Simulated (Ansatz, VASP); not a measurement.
One calculation of C, two programs

The input INCAR:

```
SYSTEM = C
ALGO = Normal ; EDIFF = 1E-6
ENCUT = 520 ; GGA = PE
ISIF = 2 ; ISMEAR = -1
LASPH = .TRUE. ; LCHARG = .FALSE.
LREAL = .FALSE. ; LWAVE = .FALSE.
NBANDS = 16 ; NELM = 60
PREC = Accurate ; SIGMA = 0.1
```

File KPOINTS:

```
k-points
0
G
  15 15 5
  0 0 0
```

Contents of POSCAR:

```
C
1.0
    2.4413550326      0.0000000000      0.0000000000
   -1.2206775163      2.1142754779      0.0000000000
    0.0000000000      0.0000000000      5.8964449019
C
4
Direct
    0.0000000000      0.0000000000      0.2500000000
    0.0000000000      0.0000000000      0.7500000000
    0.3333333333      0.6666666667      0.2500000000
    0.6666666667      0.3333333333      0.7500000000
```

Input for Ansatz:

```yaml
crystal:
  lattice:
    - [2.4413550326, 0.0, 0.0]
    - [-1.2206775163, 2.1142754779, 0.0]
    - [0.0, 0.0, 5.8964449019]
  atoms:
    - { symbol: C, position: [0.0, 0.0, 0.25] }
    - { symbol: C, position: [0.0, 0.0, 0.75] }
    - { symbol: C, position: [0.3333333333, 0.6666666667, 0.25] }
    - { symbol: C, position: [0.6666666667, 0.3333333333, 0.75] }
kpoints:
  mp_grid: { grid: [15, 15, 5] }
scf:
  occupations: { method: fermi_dirac, width: 0.1 }
hamiltonian:
  xc: pbe
  pseudopotentials: { kind: all_electron, lapw: { basis_error: 0.001 } }
output:
  forces: true
  stress: true
  eigenvalues: true
  populations: true
```

Change from the starting cell: volume scaled by 0.68, LAPW.

Alike in both runs: task single point; functional PBE; k mesh 15 × 15 × 5; occupations fermi-dirac, width 0.1 eV; no spin polarisation.

|  | VASP | Ansatz |
| --- | --- | --- |
| version | VASP 6.6.1 | Ansatz 0.2.0 |
| potentials or method | VASP PAW PBE potentials, release 64 (C) | all-electron LAPW, scalar-relativistic |
| plane-wave cutoff (eV) | 520 | see its input |

Ansatz gave:

| Quantity | Value |
| --- | --- |
| pressure (GPa) | 13.8 |
| largest component of the traceless stress (GPa) | 0.05 |

**Question.** Estimate VASP's values.

**Answer.** Pressure (GPa): 14.4; largest component of the traceless stress (GPa): 0.67.

Ansatz ran all-electron here, so the differences hold the error of VASP's frozen core and of both bases.
